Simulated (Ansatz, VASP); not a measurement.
# One calculation of Mg, two programs

```
Mg
1.0
     3.27221    0.00000    0.00000
    -1.63611    2.83382    0.00000
     0.00000    0.00000    5.31252
Mg
2
Direct
  0.33333 0.66667 0.25000
  0.66667 0.33333 0.75000
```

Change from the starting cell: volume scaled by 1.06, crystal datasets.

Alike in both runs: task electric field gradients; functional LDA; k mesh 12 × 12 × 7; occupations fermi-dirac, width 0.05 eV; no spin polarisation.

|  | VASP | Ansatz |
| --- | --- | --- |
| version | VASP 6.6.1 | Ansatz 0.2.0 |
| potentials or method | VASP PAW LDA potentials, release 64 (Mg), cutoff 520 eV | all-electron PAW with datasets made for the crystal, scalar-relativistic |

Ansatz gave:

| Quantity | Value |
| --- | --- |
| pressure (GPa) | -4.0 |
| largest component of the traceless stress (GPa) | 0.56 |
| Vzz of the field gradient on the site that differs most (V/Å²) | 1.4 |

Q: Estimate VASP's values.

A: Pressure (GPa): -4.3; largest component of the traceless stress (GPa): 0.56; Vzz of the field gradient on the site that differs most (V/Å²): 1.2.

Ansatz ran all-electron here, so the differences hold the error of VASP's frozen core and of both bases.
